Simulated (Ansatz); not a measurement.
K₂S (started from an entry of an open crystallographic database) (r2SCAN geometry), in Ansatz:

Space group Fm-3m (No. 225). a = 7.405 Å, b = 7.405 Å, c = 7.405 Å, α = 90.00°, β = 90.00°, γ = 90.00°
```json
{"atom": "K", "site": "8c", "symmetry": "-43m", "x": "0.2500", "y": "0.7500", "z": "0.7500"}
{"atom": "S", "site": "4a", "symmetry": "m-3m", "x": "0.0000", "y": "0.0000", "z": "0.0000"}
```

G0W0@PBE with 381 empty bands, a screening cutoff of 140 eV and a 4×4×4 mesh (PAW, contour deformation) gives 3.921 eV over the mesh points, from a PBE gap of 2.381 eV; it sums over 393 bands with 387 plane waves in the screening and a wave cutoff of 420 eV. The G0W0 figures hold for the stated bands, cutoff and mesh and aren't extrapolated. The values are computed, spin-unpolarised, and not measurements.

**Question.** Estimate the gap with potentials of the kind norm-conserving.

**Answer.** 3.916 eV (-0.005 eV), from a Kohn-Sham gap of 2.380 eV.

**Question.** Estimate the gap with empty bands 164, screening cutoff 80 eV.

**Answer.** 3.780 eV (-0.141 eV), from a Kohn-Sham gap of 2.381 eV.

**Question.** Estimate the gap with starting point HSE06.

**Answer.** 4.489 eV (+0.568 eV), from a Kohn-Sham gap of 3.309 eV.
